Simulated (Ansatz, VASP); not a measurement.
# ZnO: VASP beside Ansatz

One calculation is typed for both programs; each brings its own data sets and cutoff. How far apart do they land? The structure shown is the end of the Ansatz relaxation below.

Calculated with Ansatz 0.2.0; plane waves, with VASP 6.6.1 beside it; single point at PBE.

## 1. The starting structure

The cell holds 16 atoms: 8 O and 8 Zn. Its edges and angles: a = 3.249 Å, b = 5.206 Å, c = 29.380 Å, α = 90.0°, β = 90.0°, γ = 90.0°. It derives from ZnO. Vacuum lies along c.

## 2. Ansatz: relaxation, PBE

Ansatz runs on its default PAW (the set named soft_2) files.

This run makes the geometry at which the two programs are then compared.

input.yaml

```yaml
crystal:
  lattice:
    - [3.249308, 0.0, 0.0]
    - [0.0, 5.205709, 0.0]
    - [0.0, 0.0, 29.3799442399]
  atoms:
    - { symbol: O, position: [0.75, 0.62099, 0.659631757] }
    - { symbol: Zn, position: [0.75, 0.0, 0.659631757] }
    - { symbol: Zn, position: [0.25, 0.5, 0.627705406] }
    - { symbol: O, position: [0.25, 0.12099, 0.627705406] }
    - { symbol: Zn, position: [0.25, 0.0, 0.563852703] }
    - { symbol: O, position: [0.25, 0.62099, 0.563852703] }
    - { symbol: Zn, position: [0.75, 0.5, 0.531926351] }
    - { symbol: O, position: [0.75, 0.12099, 0.531926351] }
    - { symbol: O, position: [0.75, 0.62099, 0.468073649] }
    - { symbol: Zn, position: [0.75, 0.0, 0.468073649] }
    - { symbol: Zn, position: [0.25, 0.5, 0.436147297] }
    - { symbol: O, position: [0.25, 0.12099, 0.436147297] }
    - { symbol: Zn, position: [0.25, 0.0, 0.372294594] }
    - { symbol: O, position: [0.25, 0.62099, 0.372294594] }
    - { symbol: Zn, position: [0.75, 0.5, 0.340368243] }
    - { symbol: O, position: [0.75, 0.12099, 0.340368243] }
kpoints:
  mp_grid: { grid: [10, 6, 1] }
scf:
  occupations: { method: fermi_dirac, width: 0.02 }
  n_extra_bands: 8
hamiltonian:
  xc: pbe
  pseudopotentials: { kind: paw }
output:
  forces: true
  write_potential: true
  volumetric_format: []
relax:
  f_tol: 0.02
  max_steps: 40
  constraints: [{ sites: [6, 7, 8, 9] }]
```

On the command line:

```console
$ ansatz run input.yaml --threads 4 --pin off --max-ram 16384MiB --backend cpu --events-out ev --progress --plain --runs-dir out
```

Numbers of over 12 decimals in the logs are rounded to 6 here.

The log of the run:

```text
scf.n_extra_bands = 8 over 72 filled bands (N_el = 144.0): the run solves 80 bands
Engine: ansatz 0.2.0, aarch64-unknown-linux-gnu
Pseudopotentials: kind: paw
Pseudopotential: O, paw, valence charge 6, recommended cutoff 420 eV (normal), O.paw.azcp
Pseudopotential: Zn, paw, valence charge 12, recommended cutoff 420 eV (normal), Zn.paw.azcp
Functional definition: PBE
  parameter kappa = 0.804
  parameter beta = 0.066725
  exchange = pbe_x(kappa = kappa, mu = beta*pi^2/3)
  correlation = pbe_c(beta = beta)
Crystal: 16 atoms, lattice volume = 496.960 Å³
Basis set: ecut = 420 eV, 9769 PW (Γ), exchange–correlation on 48×72×400 points (8 copies of the dense FFT grid, shifted against one another)
Bands: 80, of which v1, the nominal top of the filled ones, is band 72 counted from 1 (71 counted from 0)
Symmetry: 4 space group operations
Space group: Pmc21 (ITA 26), of the structure as read, at distance tolerance 7.9e-5 Å
k-points: 24 of 60 (time reversal used)
Non-local potential: O, projectors of the file, l = 0: 2, l = 1: 2, l = 2: 1
Non-local potential: Zn, projectors of the file, l = 0: 2, l = 1: 2, l = 2: 3, l = 3: 1
PAW form: soft (Blöchl's): semilocal exchange-correlation on the pseudo side does not see the compensation charge
PAW one-centre angular grid: O, 110 points (default); XC on 64 Gauss nodes
PAW one-centre angular grid: Zn, 590 points (default); XC on 64 Gauss nodes
Initial density: superposition of atomic densities (neutral atoms: chi_scale 0, normalization atom), corrected by the library's trained network
Initial wavefunctions: pseudopotential atomic-orbital guess
Functional: x = pbe(κ = 0.804, μ = 0.219515), c = pbe(β = 0.066725)
SCF iter   1: F=—  HF=-31092.225731 eV  |F-HF|=—  |Δ(HF+E_count)|=         —  Δρ=1.37e-3  dr2=7.03e-3  ethr=1.77e-3  ⟨swp⟩=8.4  Hψ=9005  notcnv=0
preconditioner: auto → Resta (q_TF=auto, 2.219 Å⁻¹)  ε∞=4.8  [insulator: Δε(μ)=0.506 eV  Ē_g=10.227 eV  σ=0.020 eV  W_gap=1.00  n_scr=76 (ndim 8)  ℏωp=20.0 eV  f_vac=0.590  D(μ)=0.00/eV (n_scr^D=0)  ε∞_Penn≈4.8  vacuum switching on, ρ_ref=7.6e-3 e/Å³]
SCF iter   2: F=—  HF=-31092.230410 eV  |F-HF|=—  |Δ(HF+E_count)|=   4.68e-3  Δρ=6.54e-4  dr2=1.53e-3  ethr=4.88e-6  ⟨swp⟩=3.0  Hψ=4462  notcnv=0  defer=86
SCF iter   3: F=—  HF=-31092.230781 eV  |F-HF|=—  |Δ(HF+E_count)|=   3.72e-4  Δρ=3.37e-4  dr2=5.02e-4  ethr=1.06e-6  ⟨swp⟩=2.0  Hψ=3548  notcnv=0  defer=86
SCF iter   4: F=—  HF=-31092.230977 eV  |F-HF|=—  |Δ(HF+E_count)|=   1.95e-4  Δρ=8.45e-5  dr2=4.71e-5  ethr=3.49e-7  ⟨swp⟩=2.0  Hψ=3495  notcnv=0  defer=86
SCF iter   5: F=—  HF=-31092.230995 eV  |F-HF|=—  |Δ(HF+E_count)|=   1.87e-5  Δρ=6.57e-5  dr2=2.12e-5  ethr=3.27e-8  ⟨swp⟩=2.0  Hψ=3426  notcnv=0  defer=86
SCF iter   6: F=-31092.230995 eV  HF=-31092.230995 eV  |F-HF|=6.83e-7  |Δ(HF+E_count)|=   1.87e-7  Δρ=2.60e-5  dr2=4.08e-6  ethr=6.94e-9  ⟨swp⟩=11.1  Hψ=20046  notcnv=0
SCF 1 converged in 6 iterations: F = -31092.230995 eV  dr2 = 4.08e-6
  greatest PAW one-centre occupation: 0.988 electrons in one spin orbital (limit 2), on the Zn atom at site 14 (counted from 0), in its partial waves of l = 2
relax step   1: F+E_penalty+E_count = -31092.23099480 eV  Δ(F+E_penalty+E_count) = +0.000e0 eV  max|allowed force component| = 1.276e0 eV/Å  Δτ_max = 0.0000 Å  (6 SCF iters, dr2 threshold 1.00e-5 eV, accepted)
Initial density: handed on by an earlier stage of this run
Initial wavefunctions: those handed on with the density
iter 1 solved again at ethr=7.49e-5 eV; its pass at ethr=3.10e-3 eV (dr2=1.08e-1 eV) is discarded
SCF iter   1: F=—  HF=-31092.626556 eV  |F-HF|=—  |Δ(HF+E_count)|=         —  Δρ=5.14e-3  dr2=1.05e-1  ethr=7.49e-5  ⟨swp⟩=2.1  Hψ=7492  notcnv=0  defer=84
preconditioner: auto → Resta (q_TF=auto, 2.219 Å⁻¹)  ε∞=4.8  [insulator: Δε(μ)=0.649 eV  Ē_g=10.311 eV  σ=0.020 eV  W_gap=1.00  n_scr=76 (ndim 8)  ℏωp=20.0 eV  f_vac=0.594  D(μ)=0.00/eV (n_scr^D=0)  ε∞_Penn≈4.8  vacuum switching on, ρ_ref=7.7e-3 e/Å³]
SCF iter   2: F=—  HF=-31092.601776 eV  |F-HF|=—  |Δ(HF+E_count)|=   2.48e-2  Δρ=2.68e-3  dr2=3.40e-2  ethr=7.27e-5  ⟨swp⟩=2.4  Hψ=2728  notcnv=0  defer=84
SCF iter   3: F=—  HF=-31092.597350 eV  |F-HF|=—  |Δ(HF+E_count)|=   4.43e-3  Δρ=2.26e-3  dr2=2.46e-2  ethr=2.36e-5  ⟨swp⟩=2.2  Hψ=3581  notcnv=0  defer=84
SCF iter   4: F=—  HF=-31092.592029 eV  |F-HF|=—  |Δ(HF+E_count)|=   5.32e-3  Δρ=3.01e-4  dr2=6.56e-4  ethr=1.71e-5  ⟨swp⟩=2.0  Hψ=3728  notcnv=0  defer=84
SCF iter   5: F=—  HF=-31092.592071 eV  |F-HF|=—  |Δ(HF+E_count)|=   4.17e-5  Δρ=2.02e-4  dr2=1.73e-4  ethr=4.56e-7  ⟨swp⟩=2.0  Hψ=3733  notcnv=0  defer=84
SCF iter   6: F=-31092.592024 eV  HF=-31092.592031 eV  |F-HF|=7.07e-6  |Δ(HF+E_count)|=   4.03e-5  Δρ=7.24e-5  dr2=2.35e-5  ethr=6.94e-8  ⟨swp⟩=10.2  Hψ=20643  notcnv=0
SCF 2 converged in 6 iterations: F = -31092.592024 eV  dr2 = 2.35e-5
[...]
SCF 6 converged in 6 iterations: F = -31092.813656 eV  dr2 = 5.37e-8
relax step   6: F+E_penalty+E_count = -31092.81365586 eV  Δ(F+E_penalty+E_count) = -2.003e-4 eV  max|allowed force component| = 1.940e-3 eV/Å  Δτ_max = 0.0051 Å  (6 SCF iters, accepted)
NSCF: frozen V_eff on 24 k-points
the band table was solved once a step of the walk had ended and its energy, with any forces and stress, was formed, with the checks that follow a solve (9239 applications of the Hamiltonian). They found nothing against the state; the energy, forces and stress were not computed again (output.eigenvalues in the input reference)
WARN: The output density's exchange-correlation potential varies sharply where the density is thin. Do not read a vacuum level from v_tot or v_xc, or from such a field of the output density. On a cell that repeats whose density bears no net charge and no dipole along the vacuum's axis use v_es (v_loc + v_h of the components); under efield.dipole_correction with no amplitude use v_es + v_field, which holds any externa [...]
SCF converged after 6 iterations
Free energy (F): -31092.813656 eV
Harris-Foulkes:  -31092.813656 eV  (|F-HF|=7.08e-9)
Internal energy: -31092.813656 eV  (E = F + TS)
E sigma→0 (E₀):  -31092.813656 eV
Fermi energy:    -0.252760 eV
--- Per-component energies (eV) ---
  E_band       = -905.863861
  E_kinetic    = 2442.827188
  E_local      = -227212.451112  (includes V_loc(G=0)·N_el)
  E_nonlocal   = 5336.839879
  E_hartree    = 111597.254465
  E_xc         = -1678.782284
  E_vxc        = -1157.694466  (∫ρ·V_xc dr)
  E_paw        = -15917.158274  (= ΣΔE_a)
  E_vpaw       = -3509.864370  (= ΣTr[D̂ρ^β])
  E_aug_tail   = 0.016618  (compensation charges beyond the density's cutoff)
  E_ewald      = 94338.639864
  E_smearing   = -0.000000  (= −TS)
  E_closure    = -0.000000  (closes the sum)
  Σ components = -31092.813656   (vs F -31092.813656, Δ=0.00e0)
--- Forces (eV/Å), atoms counted from 1 ---
  atom   1  O      0.00000000     0.00193968     0.00015298
  atom   2  Zn     0.00000000    -0.00121418     0.00078555
  atom   3  Zn     0.00000000     0.00021058     0.00007176
  atom   4  O      0.00000000    -0.00092445    -0.00007612
  atom   5  Zn     0.00000000    -0.00096230    -0.00068042
  atom   6  O      0.00000000     0.00064355     0.00152016
  atom   7  Zn     0.00000000     0.17582440     0.36549932
  atom   8  O     -0.00000000    -0.17547470     0.12560716
  atom   9  O     -0.00000000    -0.17547470    -0.12560716
  atom  10  Zn     0.00000000     0.17582440    -0.36549932
  atom  11  Zn     0.00000000    -0.00096230     0.00068042
  atom  12  O      0.00000000     0.00064355    -0.00152016
  atom  13  Zn     0.00000000     0.00021058    -0.00007176
  atom  14  O      0.00000000    -0.00092445     0.00007612
  atom  15  Zn     0.00000000    -0.00121418    -0.00078555
  atom  16  O      0.00000000     0.00193968    -0.00015298
  max |Σ_I F_I| component: 8.51e-5 eV/Å
--- Band table (eV; the first three rows and the last of 24) ---
  k-point 0: bands = [... 68 lower, -1.0884, -1.0212, -0.7450, -0.6985, 0.1895, 1.0563, 2.1744, 3.3534, ... 4 higher]
  k-point 1: bands = [... 68 lower, -1.1335, -1.1000, -0.8121, -0.7618, 0.6844, 1.3577, 2.3350, 3.3970, ... 4 higher]
  k-point 2: bands = [... 68 lower, -1.1323, -1.1039, -0.9667, -0.9168, 1.5934, 2.0574, 2.7844, 3.5006, ... 4 higher]
  k-point 23: bands = [... 68 lower, -2.1549, -2.1549, -1.7129, -1.7129, 4.3361, 4.3361, 4.8763, 4.8763, ... 4 higher]
--- Relaxed structure (6 steps of the walk, 6 accepted, 0 SCFs on fresh bases) ---
  F+E_penalty+E_count = -31092.81365586 eV   max|allowed force component| = 1.940e-3 eV/Å
  atoms:
    - { symbol: O, position: [0.75, 0.609945, 0.662997] }
    - { symbol: Zn, position: [0.75, -0.038333, 0.651914] }
    - { symbol: Zn, position: [0.25, 0.499641, 0.633210] }
    - { symbol: O, position: [0.25, 0.117718, 0.629377] }
    - { symbol: Zn, position: [0.25, -0.00458421, 0.563366] }
    - { symbol: O, position: [0.25, 0.615519, 0.565362] }
    - { symbol: Zn, position: [0.75, 0.5, 0.531926] }
    - { symbol: O, position: [0.75, 0.12099, 0.531926] }
    - { symbol: O, position: [0.75, 0.62099, 0.468074] }
    - { symbol: Zn, position: [0.75, 0.0, 0.468074] }
    - { symbol: Zn, position: [0.25, 0.495416, 0.436634] }
    - { symbol: O, position: [0.25, 0.115519, 0.434638] }
    - { symbol: Zn, position: [0.25, -0.000359253, 0.366790] }
    - { symbol: O, position: [0.25, 0.617718, 0.370623] }
    - { symbol: Zn, position: [0.75, 0.461667, 0.348086] }
    - { symbol: O, position: [0.75, 0.109945, 0.337003] }
```

(Continued in part 2 of 2.)

[Lines on the potential files, build, host, timing and source positions are cut from VASP's logs without a mark.]

[Logs are printed without paths, hosts, clocks, repeated set-up lines and the standing remarks that a program may print on its own settings, such as how far it seeks lower states.]

[Hosts, paths, dates, database ids (printed as entryN), source tags and the programs' standing remarks are cut or masked in the printed files.]
